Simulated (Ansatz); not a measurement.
CaO (rocksalt), relaxed with r2SCAN. The symmetry is Fm-3m (No. 225, cubic); a = 4.795 Å in the conventional setting, 13.78 Å³ an atom. Ca has 6 O at 2.40 Å; O has 6 Ca at 2.40 Å.

```cif
data_structure
_symmetry_space_group_name_H-M 'P 1'
_symmetry_Int_Tables_number 1
_cell_length_a 3.3906
_cell_length_b 3.3906
_cell_length_c 3.3906
_cell_angle_alpha 60.000
_cell_angle_beta 60.000
_cell_angle_gamma 60.000
_cell_volume 27.56
loop_
_atom_site_label
_atom_site_type_symbol
_atom_site_fract_x
_atom_site_fract_y
_atom_site_fract_z
_atom_site_occupancy
Ca1 Ca 0.00000 0.00000 0.00000 1
O1 O 0.50000 0.50000 0.50000 1
```

5 runs of Ansatz 0.2.0 on this cell differ in the functional (and in the settings that go with it). Levels are in eV from each run's valence top; v1 is the last filled band, c1 the first empty one.

Run A, mean stress -0.5 GPa (compression positive):
```
point      v5     v3     v1    c1     c2     c3
    Γ  -19.28   0.00   0.00  6.28   7.88   7.88
    X  -19.51  -1.37  -0.40  5.08   9.88  10.80
    U  -19.45  -1.37  -0.81  6.66   9.74  10.43
    L  -19.33  -2.71  -1.23  8.75  10.08  10.19
    W  -19.71  -1.33  -1.09  7.92   7.92  10.25
```

Run B, mean stress +0.2 GPa (compression positive):
```
point      v5     v3     v1    c1     c2     c3
    Γ  -19.45   0.00   0.00  6.31   8.21   8.21
    X  -19.69  -1.44  -0.42  5.31  10.20  11.17
    U  -19.62  -1.43  -0.84  6.92  10.09  10.79
    L  -19.50  -2.82  -1.26  9.08  10.12  10.63
    W  -19.90  -1.38  -1.14  8.22   8.22  10.61
```

Run C, mean stress +2.5 GPa (compression positive):
```
point      v5     v3     v1    c1    c2    c3
    Γ  -18.37   0.00   0.00  4.79  6.26  6.26
    X  -18.60  -1.30  -0.37  3.65  8.10  8.94
    U  -18.54  -1.34  -0.78  5.16  8.04  8.62
    L  -18.42  -2.64  -1.20  7.09  8.40  8.40
    W  -18.79  -1.29  -1.05  6.34  6.34  8.44
```

Run D, mean stress 0.0 GPa (compression positive):
```
point      v5     v3     v1     c1     c2     c3
    Γ  -19.54   0.00   0.00   7.15   9.13   9.13
    X  -19.78  -1.48  -0.43   6.19  11.13  12.12
    U  -19.71  -1.46  -0.86   7.81  11.01  11.73
    L  -19.59  -2.87  -1.29  10.01  10.99  11.58
    W  -19.99  -1.41  -1.17   9.13   9.13  11.55
```

Run E, mean stress 0.0 GPa (compression positive):
```
point      v5     v3     v1    c1    c2    c3
    Γ  -18.91   0.00   0.00  5.50  6.87  6.87
    X  -19.14  -1.30  -0.38  4.20  8.83  9.69
    U  -19.08  -1.32  -0.78  5.73  8.70  9.35
    L  -18.96  -2.62  -1.20  7.73  9.07  9.07
    W  -19.33  -1.29  -1.05  6.95  6.95  9.17
```

Task: Match the runs to PBE, r2SCAN, r2SCANh, HSE06, DDH-PBE0.

Result: A is r2SCANh, B is HSE06, C is PBE, D is DDH-PBE0, E is r2SCAN. In order of the gap: PBE 3.65, r2SCAN 4.20, r2SCANh 5.08, HSE06 5.31, DDH-PBE0 6.19 eV.

(Simulation; spin polarisation is off.)

The program warns that its thresholds are loose for a hybrid's stress.

The meshes of the hybrids are coarse, so their gaps aren't converged to the digits shown.
